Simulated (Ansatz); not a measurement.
# Sn: a single-point run

Aim: a sound single-point run of Sn. The structure is shown as the input types it. The cell is built on a prototype (lonsdaleite) and needn't be the phase found in nature.

Method: density functional or hybrid calculation with the settings of its input, plane waves (as first typed), in Ansatz 0.2.0.

2 further runs of the same task are left out: 1 that didn't finish, 1 set aside as unsound or not needed.

## 1. The starting structure

The structure is hexagonal, space group P6_3/mmc (No. 194). Conventional cell: a = 4.635 Å, b = 4.635 Å, c = 7.614 Å, α = 90.00°, β = 90.00°, γ = 120.00°. Around Sn (site symmetry 3m) lie 4 Sn at 2.84 to 2.85 Å.

The input asks for a charge of -2 e on the cell.

As a file:

```
Sn
1.0
     4.63494    0.00000    0.00000
    -2.31747    4.01398    0.00000
     0.00000    0.00000    7.61389
Sn
4
Direct
  0.33333 0.66667 0.00024
  0.66667 0.33333 0.50024
  0.33333 0.66667 0.37476
  0.66667 0.33333 0.87476
```

## 2. The run

File input.yaml:

```yaml
crystal:
  lattice:
    - [4.6349415868, 0.0, 0.0]
    - [-2.3174707934, 4.0139771592, 0.0]
    - [0.0, 0.0, 7.6138918451]
  atoms:
    - { symbol: Sn, position: [0.3333333333, 0.6666666667, 0.0002405539] }
    - { symbol: Sn, position: [0.6666666667, 0.3333333333, 0.5002405539] }
    - { symbol: Sn, position: [0.3333333333, 0.6666666667, 0.3747594461] }
    - { symbol: Sn, position: [0.6666666667, 0.3333333333, 0.8747594461] }
kpoints:
  mp_grid: { grid: [6, 6, 2] }
hamiltonian:
  xc: r2scan
scf:
  occupations: { method: fixed }
  n_extra_bands: 5
  max_iter: 88
output:
  forces: true
  stress: true
  eigenvalues: true
total_charge: -2
```

On the command line:

```bash
$ ansatz run input.yaml --threads 4 --pin off --max-ram 3686MiB --backend cpu --events-out ev --progress --plain --runs-dir out
```

Q: Will this input give a usable result? If not, why, and what should change?

This run ends as converged, with warnings (band overlap at count, metallic iterate, unresolved pair at count). Its log warns: «a fill by count may have filled part of one level: at k-index 13 the highest filled band, 8.192838 eV, and the lowest empty band, 8.192838 eV, stand 1.776e-15 eV apart ...»

Look at the input: total_charge is -2. With this charge the calculation describes a differently charged system.

The test: delete total_charge (the default then holds).
